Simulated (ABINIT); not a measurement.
Ge:

```
Ge
1.0
     1.39715   -2.60052    0.00000
     1.39715    2.60052    0.00000
     0.00000    0.00000    2.69823
Ge
1
Direct
  0.50000 0.50000 0.00000
```

This isn't the form of Ge at room conditions, which is diamond.

Base run:

* Program: ABINIT 10.8.3 (patched build)
* Functional: PBEsol
* Potentials or basis: JTH PAW PBE v2.0
* Cutoff: 707 eV
* k mesh: 11 × 11 × 10
* Occupations: fermi-dirac, width 0.05 eV
* Spin: no spin polarisation

Its results: band gap on the k mesh none (metal or under the smearing width); pressure -3.9 GPa.

After a change of settings the same cell gave: band gap on the k mesh none (metal or under the smearing width); pressure -4.3 GPa. Which change was it?
A. functional from PBEsol to BLYP
B. functional from PBEsol to AM05
C. functional from PBEsol to LDA
D. functional from PBEsol to r2SCAN

B.

Caveats: the PAW data sets were made with another functional, which shifts forces and pressure a little.
